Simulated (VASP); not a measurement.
# SiRu (P2_13) in VASP: a series of runs

The runs below take SiRu through relaxation of cell and atoms, with PBEsol, LDA.

Everything below comes from runs of VASP 6.6.1. Logs are shortened: lines on timing, memory, paths and dates and some standing lists are left out, and cuts for length are marked.

## Step 1: The crystal as given

It takes space group P2_13 (No. 198, cubic). Conventional cell: a = 4.709 Å, b = 4.709 Å, c = 4.709 Å, α = 90.00°, β = 90.00°, γ = 90.00°. Around Si (site symmetry 3) lie 7 Ru at 2.38 to 2.70 Å. Ru (site symmetry 3) has 7 Si at 2.38 to 2.70 Å as nearest neighbours.

The cell comes from a database or a generator and needn't be the stable form of this composition.

## Step 2: Relaxation of cell and atoms, PBEsol

INCAR

```
PREC = Accurate
ENCUT = 600
EDIFF = 1E-7
ISMEAR = 0
SIGMA = 0.1
LREAL = False
LASPH = True
NELM = 60
ALGO = Normal
ISIF = 3
LWAVE = False
LCHARG = False
GGA = PS
IBRION = 2
NSW = 90
EDIFFG = -0.005
```

KPOINTS

```
Automatic mesh
0
Gamma
  8 8 8
```

POSCAR

```
SiRu
1.0
    4.7085953800      0.0000000000      0.0000000000
    0.0000000000      4.7085953800      0.0000000000
    0.0000000000      0.0000000000      4.7085953800
Si Ru
4 4
Direct
    0.1624222700      0.3375777300      0.6624222700
    0.3375777300      0.6624222700      0.1624222700
    0.6624222700      0.1624222700      0.3375777300
    0.8375777300      0.8375777300      0.8375777300
    0.8705944900      0.6294055100      0.3705944900
    0.6294055100      0.3705944900      0.8705944900
    0.3705944900      0.8705944900      0.6294055100
    0.1294055100      0.1294055100      0.1294055100
```

Potentials or basis: VASP PAW PBE potentials, release 64 (Si, Ru_pv).

On the command line:

```bash
$ cat potpaw_PBE.64/Si/POTCAR potpaw_PBE.64/Ru_pv/POTCAR > POTCAR
$ mpirun -np 1 vasp_std > vasp.out
```

OUTCAR:

```text
PREC = Accurate
   ENCUT = 600
   EDIFF = 1E-7
   ISMEAR = 0
   LREAL = False
   LASPH = True
   NELM = 60
   ISIF = 3
   GGA = PS
   IBRION = 2
   NSW = 90
   EDIFFG = -0.005

 ion  position               nearest neighbor table
   1  0.162  0.338  0.662-   5 2.38   6 2.41   7 2.41   8 2.41   7 2.70   6 2.70   8 2.70   2 2.93
                             2 2.93   3 2.93   4 2.93   3 2.93   4 2.93
   2  0.338  0.662  0.162-   6 2.38   5 2.41   8 2.41   7 2.41   5 2.70   8 2.70   7 2.70   1 2.93
                             1 2.93   3 2.93   3 2.93   4 2.93   4 2.93
   3  0.662  0.162  0.338-   7 2.38   5 2.41   8 2.41   6 2.41   5 2.70   8 2.70   6 2.70   1 2.93
                             4 2.93   2 2.93   2 2.93   1 2.93   4 2.93
   4  0.838  0.838  0.838-   8 2.38   7 2.41   6 2.41   5 2.41   7 2.70   6 2.70   5 2.70   2 2.93
                             3 2.93   1 2.93   3 2.93   1 2.93   2 2.93
   5  0.871  0.629  0.371-   1 2.38   2 2.41   3 2.41   4 2.41   3 2.70   2 2.70   4 2.70   8 2.88
                             6 2.88   6 2.88   8 2.88   7 2.88   7 2.88
   6  0.629  0.371  0.871-   2 2.38   1 2.41   4 2.41   3 2.41   1 2.70   4 2.70   3 2.70   8 2.88
                             5 2.88   5 2.88   7 2.88   7 2.88   8 2.88
   7  0.371  0.871  0.629-   3 2.38   1 2.41   4 2.41   2 2.41   1 2.70   4 2.70   2 2.70   8 2.88
                             8 2.88   5 2.88   6 2.88   6 2.88   5 2.88
   8  0.129  0.129  0.129-   4 2.38   3 2.41   2 2.41   1 2.41   3 2.70   2 2.70   1 2.70   5 2.88
                             6 2.88   7 2.88   7 2.88   5 2.88   6 2.88

  LATTYP: Found a simple cubic cell.
 ALAT       =     4.7085953800

  Lattice vectors:

 A1 = (   4.7085953800,   0.0000000000,   0.0000000000)
 A2 = (   0.0000000000,   4.7085953800,   0.0000000000)
 A3 = (   0.0000000000,   0.0000000000,   4.7085953800)

Analysis of symmetry for initial positions (statically):
=====================================================================
 Subroutine PRICEL returns:
 Original cell was already a primitive cell.

 Routine SETGRP: Setting up the symmetry group for a
 simple cubic supercell.

 Subroutine GETGRP returns: Found 12 space group operations
 (whereof  3 operations were pure point group operations)
 out of a pool of 48 trial point group operations.

The static configuration has the point symmetry C_3 .
 The point group associated with its full space group is T   .

Analysis of symmetry for dynamics (positions and initial velocities):
=====================================================================
 Subroutine PRICEL returns:
 Original cell was already a primitive cell.

 Routine SETGRP: Setting up the symmetry group for a
 simple cubic supercell.

 Subroutine GETGRP returns: Found 12 space group operations
 (whereof  3 operations were pure point group operations)
 out of a pool of 48 trial point group operations.

The dynamic configuration has the point symmetry C_3 .
 The point group associated with its full space group is T   .

 Subroutine INISYM returns: Found 12 space group operations
 (whereof  3 operations are pure point group operations),
 and found     1 'primitive' translations

----------------------------------------------------------------------------------------

                                     Primitive cell

  volume of cell :     104.3937

  direct lattice vectors                    reciprocal lattice vectors
     4.708595380  0.000000000  0.000000000     0.212377560  0.000000000  0.000000000
     0.000000000  4.708595380  0.000000000     0.000000000  0.212377560  0.000000000
     0.000000000  0.000000000  4.708595380     0.000000000  0.000000000  0.212377560

  length of vectors
     4.708595380  4.708595380  4.708595380     0.212377560  0.212377560  0.212377560

  position of ions in fractional coordinates (direct lattice)
     0.162422270  0.337577730  0.662422270
     0.337577730  0.662422270  0.162422270
     0.662422270  0.162422270  0.337577730
     0.837577730  0.837577730  0.837577730
     0.870594490  0.629405510  0.370594490
     0.629405510  0.370594490  0.870594490
     0.370594490  0.870594490  0.629405510
     0.129405510  0.129405510  0.129405510

  ion indices of the primitive-cell ions
   primitive index   ion index
                 1           1
                 2           2
                 3           3
                 4           4
                 5           5
                 6           6
                 7           7
                 8           8

----------------------------------------------------------------------------------------

 KPOINTS: Automatic mesh

Automatic generation of k-mesh.
 Grid dimensions read from file:
 generate k-points for:    8    8    8

 Generating k-lattice:

  Cartesian coordinates                     Fractional coordinates (reciprocal lattice)
     0.026547195  0.000000000  0.000000000     0.125000000  0.000000000  0.000000000
     0.000000000  0.026547195  0.000000000     0.000000000  0.125000000  0.000000000
     0.000000000  0.000000000  0.026547195     0.000000000  0.000000000  0.125000000

  Length of vectors
     0.026547195  0.026547195  0.026547195

  Shift w.r.t. Gamma in fractional coordinates (k-lattice)
     0.000000000  0.000000000  0.000000000

 Subroutine IBZKPT returns following result:
 ===========================================

 Found     45 irreducible k-points:

 Following reciprocal coordinates:
            Coordinates               Weight
  0.000000  0.000000  0.000000      1.000000
  0.125000  0.000000  0.000000      6.000000
  0.250000  0.000000  0.000000      6.000000
  0.375000  0.000000  0.000000      6.000000
  0.500000  0.000000  0.000000      3.000000
  0.125000  0.125000  0.000000     12.000000
[... 16 lines left out ...]
  0.250000  0.125000  0.125000     24.000000
  0.375000  0.125000  0.125000     24.000000
 [... further k-points ...]
   k-points           NKPTS =     45   k-points in BZ     NKDIM =     45   number of bands    NBANDS=     43
   number of dos      NEDOS =    301   number of ions     NIONS =      8
   total plane-waves  NPLWV =  64000
   dimension x,y,z NGX =    40 NGY =   40 NGZ =   40
   dimension x,y,z NGXF=    80 NGYF=   80 NGZF=   80
   ions per type =               4   4
   NGX,Y,Z   is equivalent  to a cutoff of  14.12, 14.12, 14.12 a.u.
   NGXF,Y,Z  is equivalent  to a cutoff of  28.25, 28.25, 28.25 a.u.
 SYSTEM =  unknown system
   PREC   = accura    normal or accurate (medium, high low for compatibility)
   ISTART =      0    job   : 0-new  1-cont  2-samecut
   ICHARG =      2    charge: 1-file 2-atom 10-const
   ISPIN  =      1    spin polarized calculation?
   LNONCOLLINEAR =      F non collinear calculations
   LSORBIT =      F    spin-orbit coupling
   LASPH  =      T    aspherical Exc in radial PAW
   ENCUT  =  600.0 eV  44.10 Ry    6.64 a.u.   9.40  9.40  9.40*2*pi/ulx,y,z
   NELM   =     60;   NELMIN=  2; NELMDL= -5     # of ELM steps
   EDIFF  = 0.1E-06   stopping-criterion for ELM
   LREAL  =      F    real-space projection
   EDIFFG = -.5E-02   stopping-criterion for IOM
   NSW    =     90    number of steps for IOM
   IBRION =      2    ionic relax: 0-MD 1-quasi-New 2-CG
   NFREE  =      1    steps in history (QN), initial steepest desc. (CG)
   ISIF   =      3    stress and relaxation
   ISYM   =      2    0-nonsym 1-usesym 2-fastsym
   POTIM  = 0.5000    time-step for ionic-motion
   TEBEG  =    0.0;   TEEND  =   0.0 temperature during run
   PSTRESS=    0.0 pullay stress
   NELECT =      72.0000    total number of electrons
   NUPDOWN=      -1.0000    fix difference up-down
   EMIN   =  10.00;   EMAX   =-10.00  energy-range for DOS
   EFERMI =   0.00;   METHOD = LEGACY
   ISMEAR =     0;   SIGMA  =   0.10  broadening in eV -4-tet -1-fermi 0-gaus
   EFERMI_NEDOS =   21; number of points for ismear=-14 and -15
   IALGO  =     38    algorithm
   IMIX   =      4    mixing-type and parameters
     AMIX     =   0.40;   BMIX     =  1.00
     AMIX_MAG =   1.60;   BMIX_MAG =  1.00
  volume/ion in A,a.u.               =      13.05        88.06
  Fermi-wavevector in a.u.,A,eV,Ry     =   1.446420  2.733337 28.465151  2.092130
  Thomas-Fermi vector in A             =   2.564490
   LORBIT       =      0    0 simple, 1 ext, 2 COOP (PROOUT), +10 PAW based schemes
   GGA     = PS    functional components
   LHFCALC =     F    Hartree Fock is set to
   AEXX    =    0.0000 exact exchange contribution
   IVDW    =     0    specifies the selected vdW correction
   LEPSILON=     F    determine dielectric tensor
   LRPA    =     F    only Hartree local field effects (RPA)
 conjugate gradient relaxation of ions
 non-spin polarized calculation
 Gauss-broadening in eV      SIGMA  =   0.10
  energy-cutoff  :      600.00
  volume of cell :      104.39
 maximum number of plane-waves:      3514
 NGX is ok and might be reduce to    40
   NGX = 19   NGY = 19   NGZ = 19

--------------------------------------- Ionic step        1  -------------------------------------------

 number of electron      72.0000017 magnetization

 Free energy of the ion-electron system (eV)
  ---------------------------------------------------
  ext. energy  EPLUGINS =         0.00000000
  ---------------------------------------------------
  free energy    TOTEN  =       -69.28572741 eV

  energy without entropy =      -69.28315916  energy(sigma->0) =      -69.28444329

------------------------ aborting loop because EDIFF is reached ----------------------------------------

  FORCE on cell =-STRESS in cart. coord.  units (eV):
  Direction    XX          YY          ZZ          XY          YZ          ZX
  --------------------------------------------------------------------------------------
  -------------------------------------------------------------------------------------
  Total       -1.4600519     -1.4600519     -1.4600519      0.0000000     -0.0000000     -0.0000000
  in kB      -22.4080866    -22.4080866    -22.4080866      0.0000000     -0.0000000     -0.0000000
  external PRESSURE =     -22.4080866 kB  Pullay stress =       0.0000000 kB
[... 237 lines left out ...]
  energy  without entropy=      -69.2943703356  energy(sigma->0) =      -69.29567868

--------------------------------------- Ionic step        7  -------------------------------------------

 number of electron      72.0000022 magnetization

 Free energy of the ion-electron system (eV)
  ---------------------------------------------------
  ext. energy  EPLUGINS =         0.00000000
  ---------------------------------------------------
  free energy    TOTEN  =       -69.29699408 eV

  energy without entropy =      -69.29441250  energy(sigma->0) =      -69.29570329

 E-fermi :  12.4498     XC(G=0): -13.1046

 val. band max:       12.3428692154   @ k =   0.2500   0.0000   0.0000
 cond. band min:      12.5856350641   @ k =   0.3750   0.1250   0.1250
 fundamental gap:      0.2427658486
 Fermi energy:        12.4497935243

 k-point     1 :       0.0000    0.0000    0.0000
  band No.  band energies     occupation
      1     -30.5534      2.00000
      2     -30.5534      2.00000
      3     -30.5534      2.00000
      4     -30.3661      2.00000
      5     -30.3625      2.00000
      6     -30.3625      2.00000
[... 1093 lines left out ...]
     42      15.7146      0.00000
     43      16.4312      0.00000

 [... further k-points ...]
[... 5 lines left out ...]
  --------------------------------------------------------------------------------------
  -------------------------------------------------------------------------------------
  Total       -0.0216141     -0.0216141     -0.0216141      0.0000000     -0.0000000      0.0000000
  in kB       -0.3355798     -0.3355798     -0.3355798      0.0000000     -0.0000000      0.0000000
  external PRESSURE =      -0.3355798 kB  Pullay stress =       0.0000000 kB
[... 23 lines left out ...]
  FREE ENERGIE OF THE ION-ELECTRON SYSTEM (eV)
  ---------------------------------------------------
  free  energy   TOTEN  =       -69.2969940799 eV

  energy  without entropy=      -69.2944125050  energy(sigma->0) =      -69.29570329

 reached required accuracy - stopping structural energy minimisation
```

Wall time 13 min (1 thread of Intel Xeon Platinum 8375C at 2.90GHz (Ice Lake), shared host); peak memory 0.36 GiB.

What came out:

```
Free energy                            : -69.2970 eV
Relaxed volume                         : 12.90 Å³/atom
Relaxed cell                           : a = 4.690 Å, b = 4.690 Å, c = 4.690 Å, α = 90.00°, β = 90.00°, γ = 90.00°
Space group after relaxing (to 0.05 Å) : P2_13 (No. 198)
Energy gained by relaxing              : 1.4 meV/atom
Ionic steps                            : 7
Pressure after relaxing                : 0.0 GPa
Band gap on the k mesh                 : 0.24 eV, indirect (least direct gap 0.33 eV)
```

Step by step:
```csv
step,energy change (eV),largest force (eV/Å),pressure (GPa),volume (Å³)
1,0.0000,0.0700,-2.24,104.39
2,0.0173,0.2235,4.72,101.66
3,-0.0071,0.1232,0.11,103.43
4,-0.0097,0.0782,0.07,103.33
5,-0.0113,0.0176,0.01,103.16
6,-0.0113,0.0145,0.01,103.17
7,-0.0113,0.0009,-0.03,103.19
```

Final structure:
```cif
data_structure
_symmetry_space_group_name_H-M 'P 1'
_symmetry_Int_Tables_number 1
_cell_length_a 4.6905
_cell_length_b 4.6905
_cell_length_c 4.6905
_cell_angle_alpha 90.000
_cell_angle_beta 90.000
_cell_angle_gamma 90.000
_cell_volume 103.19
loop_
_atom_site_label
_atom_site_type_symbol
_atom_site_fract_x
_atom_site_fract_y
_atom_site_fract_z
_atom_site_occupancy
Si1 Si 0.16161 0.33839 0.66161 1
Si2 Si 0.33839 0.66161 0.16161 1
Si3 Si 0.66161 0.16161 0.33839 1
Si4 Si 0.83839 0.83839 0.83839 1
Ru1 Ru 0.86865 0.63135 0.36865 1
Ru2 Ru 0.63135 0.36865 0.86865 1
Ru3 Ru 0.36865 0.86865 0.63135 1
Ru4 Ru 0.13135 0.13135 0.13135 1
```

Levels at points of the mesh, in eV from the valence-band top:
| k point | band 34 | band 35 | band 36 | band 37 | band 38 | band 39 |
| --- | --- | --- | --- | --- | --- | --- |
| (0.00, 0.00, 0.00) | -0.46 | -0.27 | -0.27 | 1.08 | 1.08 | 1.08 |
| (0.50, 0.00, 0.00) | -0.87 | -0.11 | -0.11 | 0.31 | 0.31 | 2.33 |
| (0.50, 0.50, 0.00) | -1.68 | -0.83 | -0.83 | 1.07 | 1.07 | 1.54 |
| (0.50, 0.50, 0.50) | -1.07 | -1.07 | -1.07 | 0.71 | 0.71 | 0.71 |

Caveat: the PAW data sets were made with another functional, which shifts forces and pressure a little. A k mesh can miss the band edges.

(Part 1 of 2 ends here.)
